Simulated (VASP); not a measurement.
# 2H-MoTe2 monolayer under biaxial strain, part 5 of 7

How do the gap and the band positions of 2H-MoTe2 monolayer follow biaxial strain?

VASP 6.6.1, plane waves and PAW; the level of theory is named at each step.

So far. Step 9 (Strained, atoms relaxed, biaxial strain -0.02): The run ended after 3 ionic steps, 0.011 eV below its first step, once the forces on the free atoms met EDIFFG = -0.015.

## (11) Strained, atoms relaxed, biaxial strain -0.01

This step: PBE with D3(BJ), no spin polarisation; plane waves and PAW (Mo, Te) (VASP 6.6.1).

Input file INCAR:

```
SYSTEM = Te2Mo
PREC = Normal
ENCUT = 350
EDIFF = 1E-06
NELM = 120
ISMEAR = 0
SIGMA = 0.03
LREAL = .FALSE.
ALGO = Fast
GGA = PE
IVDW = 12
NBANDS = 15
LASPH = .TRUE.
LORBIT = 11
LWAVE = .FALSE.
LCHARG = .FALSE.
KPAR = 4
IBRION = 2
NSW = 30
ISIF = 2
EDIFFG = -0.015
POTIM = 0.4
MAXMIX = 40
IDIPOL = 3
LDIPOL = .TRUE.
DIPOL = 0.5 0.5 0.5
```

Input file POSCAR:

```
Te2Mo
1.0
    3.4623603893      0.0000000000      0.0000000000
   -1.7311801947      2.9984920542      0.0000000000
    0.0000000000      0.0000000000     22.0000000000
Mo Te
1 2
Direct
    0.3333333333      0.6666666667      0.5000000000
    0.6666666667      0.3333333333      0.4174975803
    0.6666666667      0.3333333333      0.5825024197
```

Input file KPOINTS:

```
Automatic mesh
0
Gamma
12 12 1
0 0 0
```

PAW data sets: Mo and Te (PBE family, release 64).

Command:

```console
$ mpirun -np 4 vasp_std
```

The log of the run:

```text
[... set-up lines as in an earlier step ...]
 entering main loop
       N       E                     dE             d eps       ncg     rms          rms(c)
DAV:   1     0.940040560401E+02    0.94004E+02   -0.47173E+03   570   0.638E+02
DAV:   2    -0.101919207518E+02   -0.10420E+03   -0.98600E+02   907   0.136E+02
DAV:   3    -0.184573157998E+02   -0.82654E+01   -0.81849E+01   731   0.465E+01
DAV:   4    -0.186623567497E+02   -0.20504E+00   -0.20480E+00   815   0.901E+00
[...]
RMM:  19    -0.179788662686E+02   -0.28217E-05   -0.38031E-07   388   0.297E-03    0.111E-03
RMM:  20    -0.179788673609E+02   -0.10922E-05   -0.15347E-07   328   0.200E-03    0.786E-04
RMM:  21    -0.179788673571E+02    0.37721E-08   -0.35314E-08   275   0.146E-03
   1 F= -.19211887E+02 E0= -.19211887E+02  d E =-.192119E+02
[...]
N       E                     dE             d eps       ncg     rms          rms(c)
DAV:   1    -0.179831037575E+02   -0.42364E-02   -0.51722E-02   682   0.120E+00    0.166E-01
[...]
RMM:   5    -0.179831637066E+02   -0.10607E-03   -0.38240E-05   578   0.357E-02    0.977E-03
RMM:   6    -0.179831849911E+02   -0.21285E-04   -0.19765E-05   573   0.218E-02    0.491E-03
RMM:   7    -0.179831863158E+02   -0.13246E-05   -0.31562E-06   428   0.100E-02    0.175E-03
RMM:   8    -0.179831867223E+02   -0.40654E-06   -0.12210E-06   397   0.653E-03
   2 F= -.19214026E+02 E0= -.19214026E+02  d E =-.213926E-02
 trial-energy change:   -0.002139  1 .order   -0.002157   -0.002993   -0.001320
 step:   1.8956(harm=  1.7894)  dis= 0.01441  next Energy=   -19.214605 (dE=-0.272E-02)
[...]
N       E                     dE             d eps       ncg     rms          rms(c)
DAV:   1    -0.179856050103E+02   -0.24187E-02   -0.41492E-02   640   0.108E+00    0.146E-01
RMM:   2    -0.179856279824E+02   -0.22972E-04   -0.13988E-03   570   0.242E-01    0.226E-02
RMM:   3    -0.179856469418E+02   -0.18959E-04   -0.16320E-04   571   0.921E-02    0.858E-03
RMM:   4    -0.179856517412E+02   -0.47994E-05   -0.49512E-05   595   0.463E-02    0.575E-03
RMM:   5    -0.179856520292E+02   -0.28796E-06   -0.67482E-06   516   0.188E-02
   3 F= -.19214539E+02 E0= -.19214539E+02  d E =-.265208E-02
[...]
reached required accuracy - stopping structural energy minimisation
```

Run time: 9.8 s. Hardware: 4 MPI ranks of Intel Xeon 6975P-C (Granite Rapids), shared host; peak memory 0.79 GiB; 36 s of CPU time.

Parts of OUTCAR (step 11):

```text
 Edisp (eV)   -1.23084

 Edisp (eV)   -1.22889

  Total       0.72443     0.72443    -0.09815    -0.00000    -0.00000    -0.00000
  in kB       5.08168     5.08168    -0.68851    -0.00000    -0.00000    -0.00000
  external pressure =        3.16 kB  Pullay stress =        0.00 kB

 POSITION                                       TOTAL-FORCE (eV/Angst)
 -----------------------------------------------------------------------------------
     -0.00000      1.99899     11.00000         0.000000      0.000000      0.000000
      1.73118      0.99950      9.17054        -0.000000     -0.000000      0.010197
      1.73118      0.99950     12.82946        -0.000000      0.000000     -0.010197
 -----------------------------------------------------------------------------------
    total drift:                                0.000001     -0.000001     -0.000000

  FREE ENERGIE OF THE ION-ELECTRON SYSTEM (eV)
  ---------------------------------------------------
  free  energy   TOTEN  =       -19.2145389095 eV

  energy  without entropy=      -19.2145389095  energy(sigma->0) =      -19.21453891

[... 2 parts as in an earlier step ...]

[... 2 further parts left out ...]
[key lines of the parts left out:]
E-fermi :  -0.7992
```

Relaxation path:

```csv
step,energy less that of the first step (eV),largest force (eV/Å)
1,0.0000,0.1969
2,-0.0021,0.0869
3,-0.0027,0.0102
```

The atoms that moved most (Å):

```csv
atom,dx,dy,dz,length
Te2,0.000,0.000,-0.014,0.014
Te3,0.000,0.000,0.014,0.014
```

The relaxed structure:

```xyz
3
Lattice="3.4624 0.0000 0.0000 -1.7312 2.9985 0.0000 0.0000 0.0000 22.0000" Properties=species:S:1:pos:R:3
Mo    0.0000    1.9990   11.0000
Te    1.7312    0.9995    9.1705
Te    1.7312    0.9995   12.8295
```

The run ended after 3 ionic steps, 0.003 eV below its first step, once the forces on the free atoms met EDIFFG = -0.015.

## (12) Strained, levels with spin-orbit coupling, biaxial strain -0.01

This step: PBE with D3(BJ), spin-orbit coupling, no spin polarisation; plane waves and PAW (Mo, Te) (VASP 6.6.1).

Input file INCAR:

```
SYSTEM = Te2Mo
PREC = Normal
ENCUT = 350
EDIFF = 1E-06
NELM = 120
ISMEAR = 0
SIGMA = 0.03
LREAL = .FALSE.
ALGO = Fast
GGA = PE
IVDW = 12
LNONCOLLINEAR = .TRUE.
MAGMOM = 0 0 0 0 0 0 0 0 0
NBANDS = 30
GGA_COMPAT = .FALSE.
LASPH = .TRUE.
LSORBIT = .TRUE.
LMAXMIX = 4
LWAVE = .FALSE.
LCHARG = .FALSE.
KPAR = 4
IDIPOL = 3
LDIPOL = .TRUE.
DIPOL = 0.5 0.5 0.5
LVHAR = .TRUE.
LVACPOTAV = .TRUE.
```

Input file POSCAR:

```
Te2Mo
1.0
    3.4623603893      0.0000000000      0.0000000000
   -1.7311801947      2.9984920542      0.0000000000
    0.0000000000      0.0000000000     22.0000000000
Mo Te
1 2
Direct
    0.3333333333      0.6666666667      0.5000000000
    0.6666666667      0.3333333333      0.4168427481
    0.6666666667      0.3333333333      0.5831572519
```

KPOINTS is that of step 11.

Input file KPOINTS_OPT:

```
Line mode
14
Line-mode
Reciprocal
  0.00000000   0.00000000   0.00000000 GAMMA
  0.50000000   0.00000000   0.00000000 M

  0.50000000   0.00000000   0.00000000 M
  0.33333333   0.33333333   0.00000000 K

  0.33333333   0.33333333   0.00000000 K
  0.00000000   0.00000000   0.00000000 GAMMA
```

Command:

```console
$ mpirun -np 4 vasp_ncl
```

The log of the run:

```text
[... set-up lines as in an earlier step ...]
 entering main loop
       N       E                     dE             d eps       ncg     rms          rms(c)
DAV:   1     0.990621514589E+02    0.99062E+02   -0.46029E+03  1876   0.635E+02
DAV:   2    -0.765359276182E+01   -0.10672E+03   -0.10063E+03  2800   0.144E+02
DAV:   3    -0.185485332583E+02   -0.10895E+02   -0.10723E+02  2520   0.515E+01
DAV:   4    -0.188892909765E+02   -0.34076E+00   -0.33953E+00  2490   0.108E+01
[...]
RMM:  21    -0.181992753146E+02   -0.27827E-05   -0.17579E-07  1551   0.182E-03    0.699E-04
RMM:  22    -0.181992773765E+02   -0.20619E-05   -0.20743E-07  1621   0.189E-03    0.563E-04
RMM:  23    -0.181992776530E+02   -0.27654E-06   -0.30526E-08   926   0.100E-03
 [... a notice as in an earlier step ...]

   1 F= -.19428165E+02 E0= -.19428165E+02  d E =-.530591E-12  mag=    -0.0000     0.0000     0.0000
 Start KPOINTS_OPT (optional k-point list driver)
k-point batch [1-31\42]
       N       E                     dE             ncg
DAV:   1     0.561634585192E+03   -0.11686E+05     1876
DAV:   2    -0.268407375278E+04   -0.32457E+04     2906
DAV:   3    -0.301225971861E+04   -0.32819E+03     2496
DAV:   4    -0.302261028046E+04   -0.10351E+02     2542
DAV:   5    -0.302280811648E+04   -0.19784E+00     2472
DAV:   6    -0.302281411396E+04   -0.59975E-02     2472
DAV:   7    -0.302281432898E+04   -0.21503E-03     2510
DAV:   8    -0.302281433883E+04   -0.98465E-05     2116
DAV:   9    -0.302281433924E+04   -0.41133E-06     1568
k-point batch [32-42\42]
       N       E                     dE             ncg
DAV:   1     0.106913164745E+05   -0.19822E+04      660
DAV:   2     0.966619235278E+04   -0.10251E+04      998
DAV:   3     0.953518945326E+04   -0.13100E+03      856
DAV:   4     0.953049801417E+04   -0.46914E+01      948
DAV:   5     0.953039413659E+04   -0.10388E+00      936
DAV:   6     0.953039123300E+04   -0.29036E-02      900
DAV:   7     0.953039111939E+04   -0.11361E-03      932
DAV:   8     0.953039111617E+04   -0.32151E-05      810
DAV:   9     0.953039111606E+04   -0.11911E-06      514
```

Wall time 49 s (4 MPI ranks); peak memory 2.1 GiB.

OUTCAR, selected parts (step 12):

```text
 Edisp (eV)   -1.22889

  Total       0.76832     0.76832    -0.03549    -0.00000     0.00000     0.00000
  in kB       5.38958     5.38958    -0.24895    -0.00000     0.00000     0.00000
  external pressure =        3.51 kB  Pullay stress =        0.00 kB

 POSITION                                       TOTAL-FORCE (eV/Angst)
 -----------------------------------------------------------------------------------
     -0.00000      1.99899     11.00000        -0.000000      0.000000      0.000000
      1.73118      0.99950      9.17054         0.000000      0.000000     -0.008294
      1.73118      0.99950     12.82946         0.000000      0.000000      0.008294
 -----------------------------------------------------------------------------------
    total drift:                                0.000001     -0.000001      0.000000

  FREE ENERGIE OF THE ION-ELECTRON SYSTEM (eV)
  ---------------------------------------------------
  free  energy   TOTEN  =       -19.4281645336 eV

  energy  without entropy=      -19.4281645336  energy(sigma->0) =      -19.42816453

[... 2 parts as in an earlier step ...]

[... 1 further part left out ...]
[key lines of the parts left out:]
E-fermi :  -0.7291
```

On-site spin-orbit energy by atom:

```csv
atom,on-site spin-orbit energy (eV)
Mo1,-0.035
Te2,-0.198
Te3,-0.198
```

## (13) Strained, atoms relaxed, biaxial strain 0

This step: PBE with D3(BJ), no spin polarisation; plane waves and PAW (Mo, Te) (VASP 6.6.1).

Input file INCAR:

```
SYSTEM = Te2Mo
PREC = Normal
ENCUT = 350
EDIFF = 1E-06
NELM = 120
ISMEAR = 0
SIGMA = 0.03
LREAL = .FALSE.
ALGO = Fast
GGA = PE
IVDW = 12
NBANDS = 15
LASPH = .TRUE.
LORBIT = 11
LWAVE = .FALSE.
LCHARG = .FALSE.
KPAR = 4
IBRION = 2
NSW = 30
ISIF = 2
EDIFFG = -0.015
POTIM = 0.4
MAXMIX = 40
IDIPOL = 3
LDIPOL = .TRUE.
DIPOL = 0.5 0.5 0.5
```

Input file POSCAR:

```
Te2Mo
1.0
    3.4973337266      0.0000000000      0.0000000000
   -1.7486668633      3.0287798527      0.0000000000
    0.0000000000      0.0000000000     22.0000000000
Mo Te
1 2
Direct
    0.3333333333      0.6666666667      0.5000000000
    0.6666666667      0.3333333333      0.4174975803
    0.6666666667      0.3333333333      0.5825024197
```

KPOINTS is that of step 12.

Command:

```console
$ mpirun -np 4 vasp_std
```

The log of the run:

```text
[... set-up lines as in an earlier step ...]
 entering main loop
       N       E                     dE             d eps       ncg     rms          rms(c)
[... 5 cycles as in an earlier step ...]
RMM:   6    -0.182661274841E+02    0.44913E+00   -0.14277E+00   570   0.630E+00    0.674E+00
RMM:   7    -0.182041836522E+02    0.61944E-01   -0.83389E-01   570   0.432E+00    0.460E+00
RMM:   8    -0.180175440544E+02    0.18664E+00   -0.43994E-01   570   0.383E+00    0.672E-01
RMM:   9    -0.180145587234E+02    0.29853E-02   -0.37604E-02   578   0.143E+00    0.263E-01
[...]
RMM:  19    -0.180147035625E+02   -0.20566E-05   -0.29382E-07   367   0.258E-03    0.867E-04
RMM:  20    -0.180147045886E+02   -0.10261E-05   -0.11439E-07   287   0.174E-03    0.335E-04
RMM:  21    -0.180147046184E+02   -0.29774E-07   -0.18139E-08   229   0.135E-03
   1 F= -.19222947E+02 E0= -.19222947E+02  d E =-.192229E+02
[...]
reached required accuracy - stopping structural energy minimisation
```

Wall time 5.4 s (4 MPI ranks); peak memory 0.75 GiB; 19 s of CPU time.

OUTCAR, selected parts (step 13):

```text
 Edisp (eV)   -1.20824

  Total      -0.00400    -0.00400    -0.05740    -0.00000     0.00000    -0.00000
  in kB      -0.02752    -0.02752    -0.39466    -0.00000     0.00000    -0.00000
  external pressure =       -0.15 kB  Pullay stress =        0.00 kB

 POSITION                                       TOTAL-FORCE (eV/Angst)
 -----------------------------------------------------------------------------------
     -0.00000      2.01919     11.00000        -0.000000      0.000000      0.000000
      1.74867      1.00959      9.18495         0.000000      0.000000     -0.002611
      1.74867      1.00959     12.81505         0.000000     -0.000000      0.002611
 -----------------------------------------------------------------------------------
    total drift:                                0.000000     -0.000000      0.000000

  FREE ENERGIE OF THE ION-ELECTRON SYSTEM (eV)
  ---------------------------------------------------
  free  energy   TOTEN  =       -19.2229467208 eV

  energy  without entropy=      -19.2229467208  energy(sigma->0) =      -19.22294672

[... 3 parts as in an earlier step ...]

[... 1 further part left out ...]
[key lines of the parts left out:]
E-fermi :  -0.9167
```

The start already met the threshold, so nothing moved, which says little where the restoring forces are soft.

## (14) Strained, levels with spin-orbit coupling, biaxial strain 0

This step: PBE with D3(BJ), spin-orbit coupling, no spin polarisation; plane waves and PAW (Mo, Te) (VASP 6.6.1).

Input file INCAR:

```
SYSTEM = Te2Mo
PREC = Normal
ENCUT = 350
EDIFF = 1E-06
NELM = 120
ISMEAR = 0
SIGMA = 0.03
LREAL = .FALSE.
ALGO = Fast
GGA = PE
IVDW = 12
LNONCOLLINEAR = .TRUE.
MAGMOM = 0 0 0 0 0 0 0 0 0
NBANDS = 30
GGA_COMPAT = .FALSE.
LASPH = .TRUE.
LSORBIT = .TRUE.
LMAXMIX = 4
LWAVE = .FALSE.
LCHARG = .FALSE.
KPAR = 4
IDIPOL = 3
LDIPOL = .TRUE.
DIPOL = 0.5 0.5 0.5
LVHAR = .TRUE.
LVACPOTAV = .TRUE.
```

POSCAR is that of step 13.

KPOINTS is that of step 13.

KPOINTS_OPT is that of step 12.

Command:

```console
$ mpirun -np 4 vasp_ncl
```

The log of the run:

```text
[... set-up lines as in an earlier step ...]
 entering main loop
       N       E                     dE             d eps       ncg     rms          rms(c)
DAV:   1     0.979183833054E+02    0.97918E+02   -0.46098E+03  1876   0.636E+02
DAV:   2    -0.760693860862E+01   -0.10553E+03   -0.99952E+02  2754   0.143E+02
DAV:   3    -0.185672426145E+02   -0.10960E+02   -0.10784E+02  2530   0.515E+01
DAV:   4    -0.189202440785E+02   -0.35300E+00   -0.35166E+00  2468   0.110E+01
[...]
RMM:  21    -0.182288090371E+02   -0.26823E-05   -0.17275E-07  1523   0.179E-03    0.621E-04
RMM:  22    -0.182288107240E+02   -0.16869E-05   -0.15572E-07  1545   0.165E-03    0.353E-04
RMM:  23    -0.182288110384E+02   -0.31442E-06   -0.26209E-08   852   0.921E-04
 [... a notice as in an earlier step ...]

   1 F= -.19437053E+02 E0= -.19437053E+02  d E =-.546191E-11  mag=     0.0000    -0.0000     0.0000
 Start KPOINTS_OPT (optional k-point list driver)
k-point batch [1-31\42]
       N       E                     dE             ncg
DAV:   1     0.543285299691E+03   -0.11467E+05     1860
DAV:   2    -0.270680252640E+04   -0.32501E+04     2838
DAV:   3    -0.305004099358E+04   -0.34324E+03     2462
DAV:   4    -0.306124943010E+04   -0.11208E+02     2650
DAV:   5    -0.306144531606E+04   -0.19589E+00     2392
DAV:   6    -0.306145184380E+04   -0.65277E-02     2564
DAV:   7    -0.306145206431E+04   -0.22051E-03     2496
DAV:   8    -0.306145207479E+04   -0.10482E-04     2164
DAV:   9    -0.306145207533E+04   -0.53903E-06     1544
k-point batch [32-42\42]
       N       E                     dE             ncg
DAV:   1     0.105609959579E+05   -0.19613E+04      660
DAV:   2     0.954339523359E+04   -0.10176E+04      950
DAV:   3     0.940692694570E+04   -0.13647E+03      856
DAV:   4     0.940169376872E+04   -0.52332E+01      954
DAV:   5     0.940158863742E+04   -0.10513E+00      902
DAV:   6     0.940158535457E+04   -0.32828E-02      888
DAV:   7     0.940158524480E+04   -0.10977E-03      952
DAV:   8     0.940158524050E+04   -0.43002E-05      788
DAV:   9     0.940158524030E+04   -0.20113E-06      554
```

Run time: 47 s. Hardware: 4 MPI ranks; peak memory 2.1 GiB; 3.1 min of CPU time.

Parts of OUTCAR (step 14):

```text
 Edisp (eV)   -1.20824

  Total       0.04611     0.04611     0.00203     0.00000     0.00000     0.00000
  in kB       0.31701     0.31701     0.01393     0.00000     0.00000     0.00000
  external pressure =        0.22 kB  Pullay stress =        0.00 kB

 POSITION                                       TOTAL-FORCE (eV/Angst)
 -----------------------------------------------------------------------------------
     -0.00000      2.01919     11.00000        -0.000000      0.000000      0.000000
      1.74867      1.00959      9.18495         0.000000      0.000000     -0.019095
      1.74867      1.00959     12.81505         0.000000      0.000000      0.019095
 -----------------------------------------------------------------------------------
    total drift:                                0.000000     -0.000000     -0.000000

  FREE ENERGIE OF THE ION-ELECTRON SYSTEM (eV)
  ---------------------------------------------------
  free  energy   TOTEN  =       -19.4370531408 eV

  energy  without entropy=      -19.4370531408  energy(sigma->0) =      -19.43705314

[... 2 parts as in an earlier step ...]

[... 1 further part left out ...]
[key lines of the parts left out:]
E-fermi :  -0.8455
```

On-site spin-orbit energy by atom:

```csv
atom,on-site spin-orbit energy (eV)
Mo1,-0.035
Te2,-0.199
Te3,-0.199
```

[end of part 5 of 7]

[Lines on the potential files, build, host, timing and source positions are cut from VASP's logs without a mark.]

[Logs are printed without paths, hosts, clocks, repeated set-up lines and the standing remarks that a program may print on its own settings, such as how far it seeks lower states.]

[Hosts, paths, dates, database ids (printed as entryN), source tags and the programs' standing remarks are cut or masked in the printed files.]

[Runs that stopped without an error message from VASP are left out.]
